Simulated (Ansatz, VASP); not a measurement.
One calculation of C2OH6, two programs

```
CELL_PARAMETERS angstrom
15.06449 0.00000 0.00000
0.00000 14.50000 0.00000
0.00000 0.00000 15.00000
ATOMIC_POSITIONS crystal
C 0.57976 0.51637 0.49207
C 0.42467 0.51072 0.49836
O 0.49960 0.53094 0.44493
H 0.58643 0.44377 0.51370
H 0.58395 0.56098 0.55174
H 0.63448 0.53336 0.44678
H 0.42483 0.43795 0.52053
H 0.36548 0.52320 0.45760
H 0.42210 0.55529 0.55817
```

Alike in both runs: functional PBE; dispersion D3(BJ); k mesh 1 × 1 × 1; occupations gaussian, width 0.005 eV; no spin polarisation.

Ansatz relaxed the structure, and its values are those at the end. VASP's run is a single point on that final structure, the one shown.

|  | VASP | Ansatz |
| --- | --- | --- |
| version | VASP 6.6.1 | Ansatz 0.2.0 |
| potentials or method | VASP PAW PBE potentials, release 64 (C, O, H) | scalar-relativistic, plane waves, PAW |
| plane-wave cutoff (eV) | 520 | 420 |
| valence electrons in the cell | 20 | 20 |

|  | VASP | Ansatz | Ansatz less VASP |
| --- | --- | --- | --- |
| gap on the k mesh at the Fermi level (eV) | 5.32 | 5.32 | 0.000 |
| least direct gap on the mesh (eV) | 5.32 | 5.32 | 0.000 |
| rms of the force components (eV/Å) | 0.045 | 0.002 | -0.0428 |

PBE gaps usually lie below the measured ones, often by a third to a half.
